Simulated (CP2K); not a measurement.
SrO:

```
Sr O
1.0
     3.62930    0.00000    0.00000
     1.81465    3.14306    0.00000
     1.81465    1.04769    2.96331
Sr O
1 1
Cartesian
  3.6293 2.0954 1.4817
  0.0000 0.0000 0.0000
```

Base run:

* Program: CP2K 2026.2
* Functional: LDA
* Potentials or basis: GTH_SOC_POTENTIALS Sr GTH-PBE-q10, O GTH-PBE-q6; DZVP-MOLOPT-SR-GTH basis
* Density cutoff: 8163 eV
* k mesh: 9 × 9 × 9
* Occupations: fermi-dirac, width 0.05 eV
* Spin: spin-orbit coupling, no magnetisation

Its results: pressure -1.7 GPa.

Task: The run is repeated on the same cell with these changes: functional from LDA to PBE. What comes out?

Result: Pressure 4.4 GPa.

PBE binds less tightly than LDA, so the same cell stands under more pressure.

Caveats: the basis of atomic orbitals isn't converged, which shifts pressures, moduli and gaps; the potentials were made for another functional, which shifts forces and pressure (some runs).
